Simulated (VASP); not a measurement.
A run of VASP 6.6.1 is set up as follows.

INCAR

```
SYSTEM = Si
ADDGRID  = .False.      
ALGO     = Normal         ! electronic algorithm
EDIFF    = 1E-8           ! SCF threshold, eV
ENCUT    = 900            ! plane-wave cutoff, eV
GGA      = PE             ! functional
ISIF     = 2              ! what is computed and relaxed
ISMEAR   = 0              ! smearing method
LASPH    = .True.         ! aspherical terms in the spheres
LCHARG   = .False.        ! write CHGCAR
LREAL    = .False.        ! projectors in reciprocal space
LWAVE    = .False.        ! write WAVECAR
NELM     = 100            ! most SCF steps
PREC     = Accurate       ! precision mode
SIGMA    = 0.02           ! smearing width, eV
```

KPOINTS

```
k-points
0
Gamma
  8 8 8
  0 0 0
```

The input POSCAR:

```
Si
1.0
   -2.3713723045      2.3713723045      1.3292653899
    2.3713723045     -2.3713723045      1.3292653899
    2.3713723045      2.3713723045     -1.3292653899
Si
2
Direct
    0.5000000000      0.5000000000      0.0000000000
    0.2500000000      0.7500000000      0.5000000000
```

Potentials or basis: VASP PAW PBE potentials, release 64 (Si).

The run is started by

```sh
$ cat potpaw_PBE.64/Si/POTCAR > POTCAR
$ mpirun -np 1 vasp_std > vasp.out
```

(1) Estimate the pressure.

(2) What does it give for the band gap on the k mesh?

Results:

(1) 3.3 GPa.

(2) none (metal or under the smearing width).
